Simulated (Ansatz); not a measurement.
Si (P6_3/mmc), two-dimensional strain map

The calculation used DFT PBEsol, scalar-relativistic, plane waves, PAW in Ansatz. The runs took a 420 eV cutoff, a Γ-centred 12×12×6 mesh and Gaussian smearing (0.03 eV). No spin polarisation. Energies are free energies at this smearing, counted from the undisturbed cell; pressure is positive in compression.

Zero of the scan (as given, not relaxed at this level; it stands at -0.4 GPa; this form isn't the usual structure):

```
Si
1.0
     3.83132    0.00000    0.00000
    -1.91566    3.31802    0.00000
     0.00000    0.00000    6.33262
Si
4
Direct
  0.33333 0.66667 0.06301
  0.66667 0.33333 0.56301
  0.33333 0.66667 0.43699
  0.66667 0.33333 0.93699
```

The cell is strained by p along both x and y and by q along z, fractional coordinates fixed. Points are written (p, q).

Energy above the undisturbed cell in meV/atom (a dash: not computed):

| p \ q | -0.080 | -0.040 | 0.000 | 0.040 | 0.080 |
| --- | --- | --- | --- | --- | --- |
| -0.080 | 420.5 | 300.1 | 248.8 | 247.1 | 279.0 |
| -0.040 | 193.5 | 88.6 | 52.9 | 66.4 | 114.4 |
| 0.000 | 119.9 | 25.5 | 0.0 | 23.4 | 80.5 |
| 0.040 | 157.3 | 69.9 | 50.6 | 79.8 | 142.2 |
| 0.080 | 271.3 | 188.7 | 173.4 | 205.6 | 270.3 |

Pressure in GPa:

| p \ q | -0.080 | -0.040 | 0.000 | 0.040 | 0.080 |
| --- | --- | --- | --- | --- | --- |
| -0.080 | 37.8 | 29.1 | 22.2 | 16.9 | 12.7 |
| -0.040 | 21.3 | 14.1 | 8.7 | 4.6 | 1.5 |
| 0.000 | 9.9 | 4.0 | -0.4 | -3.6 | -5.8 |
| 0.040 | 2.4 | -2.7 | -6.3 | -8.8 | -10.5 |
| 0.080 | -2.4 | -6.8 | -9.9 | -11.9 | -13.1 |

Gap on the k-mesh in eV:

| p \ q | -0.080 | -0.040 | 0.000 | 0.040 | 0.080 |
| --- | --- | --- | --- | --- | --- |
| -0.080 | 0.00 | 0.00 | 0.00 | 0.06 | 0.00 |
| -0.040 | 0.00 | 0.00 | 0.28 | 0.37 | 0.22 |
| 0.000 | 0.00 | 0.02 | 0.30 | 0.52 | 0.44 |
| 0.040 | 0.00 | 0.00 | 0.28 | 0.52 | 0.54 |
| 0.080 | 0.00 | 0.00 | 0.00 | 0.10 | 0.35 |

Where the gap reads zero the k-mesh, chosen for the insulator, is on the coarse side.

Cost: 25 runs of about 2.1 core-minutes in all, on AMD EPYC 7R43 (Zen 3) (shared hosts).